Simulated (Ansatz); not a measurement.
BAs: tetragonal deformation path

These are results of Ansatz, DFT PBE, scalar-relativistic, plane waves, PAW, not measurements. The runs took a 420 eV cutoff, a Γ-centred 12×12×12 mesh and Gaussian smearing (0.05 eV). No spin polarisation. Energies are free energies at this smearing, counted from the undisturbed cell; pressure is positive in compression.

Zero of the scan (as given, not relaxed at this level; it stands at 2.8 GPa):

```
CELL_PARAMETERS angstrom
0.00000 2.38850 2.38850
2.38850 0.00000 2.38850
2.38850 2.38850 0.00000
ATOMIC_POSITIONS crystal
B 0.00000 0.00000 0.00000
As 0.75000 0.75000 0.75000
```

At fixed volume and fractional coordinates, lengths along (0.000, 0.000, 1.000) are scaled against those across it; ρ is that ratio over its starting value.

| ρ | ΔE (meV/atom) | pressure (GPa) | gap on the mesh (eV) |
| --- | --- | --- | --- |
| 0.650 | 570.9 | -2.8 | 0.00 |
| 0.707 | 425.3 | -0.8 | 0.00 |
| 0.780 | 257.8 | 1.0 | 0.00 |
| 0.850 | 127.3 | 2.2 | 0.00 |
| 0.920 | 37.3 | 2.7 | 0.00 |
| 0.960 | 9.4 | 2.8 | 0.59 |
| 1.000 | 0.0 | 2.8 | 1.19 |
| 1.050 | 14.7 | 2.8 | 0.82 |
| 1.100 | 58.4 | 2.8 | 0.47 |
| 1.200 | 228.8 | 2.9 | 0.00 |
| 1.300 | 493.7 | 3.4 | 0.00 |
| 1.414 | 837.9 | 4.0 | 0.00 |
| 1.500 | 1055.5 | 3.8 | 0.00 |

Where the gap reads zero the k-mesh, chosen for the insulator, is on the coarse side.